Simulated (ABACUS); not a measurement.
The system is PbSe (Clausthalite).

```xyz
2
Lattice="0.0000 3.0606 3.0606 3.0606 0.0000 3.0606 3.0606 3.0606 0.0000" Properties=species:S:1:pos:R:3 pbc="T T T"
Pb    0.0000    0.0000    0.0000
Se    3.0606    3.0606    3.0606
```

- Program: ABACUS 3.10.1
- Task: single point
- Functional: PBE
- Potentials or basis: PseudoDojo NC SR 0.4.1 PBE standard
- Cutoff: 1184 eV
- Density cutoff: 4735 eV
- Basis: plane waves
- k mesh: 8 × 8 × 8
- Occupations: fermi-dirac, width 0.05 eV
- Spin: no spin polarisation

On this cell: pressure 2.4 GPa; largest force zero by symmetry; band gap on the k mesh 0.30 eV, direct.

The same run follows on a disturbed copy (atoms moved at random, drawn with an rms of 0.05 Å):

```
Pb Se
1.0
     0.00000    3.06065    3.06065
     3.06065    0.00000    3.06065
     3.06065    3.06065    0.00000
Pb Se
1 1
Direct
  0.99775 0.99684 0.99940
  0.50309 0.50000 0.49270
```

Problem. What changes?

Solution. The energy moves by +0.1 meV/atom; pressure 2.4 GPa; largest force 0.017 eV/Å; band gap on the k mesh 0.30 eV, direct.

Forces on the atoms (eV/Å):
```
Pb  -0.006 -0.002  0.016
Se   0.006  0.002 -0.016
```

Caveats: spin-orbit coupling is left out, which as a rule narrows the gap of such compounds by several tenths of an eV.

A k mesh can miss the band edges.
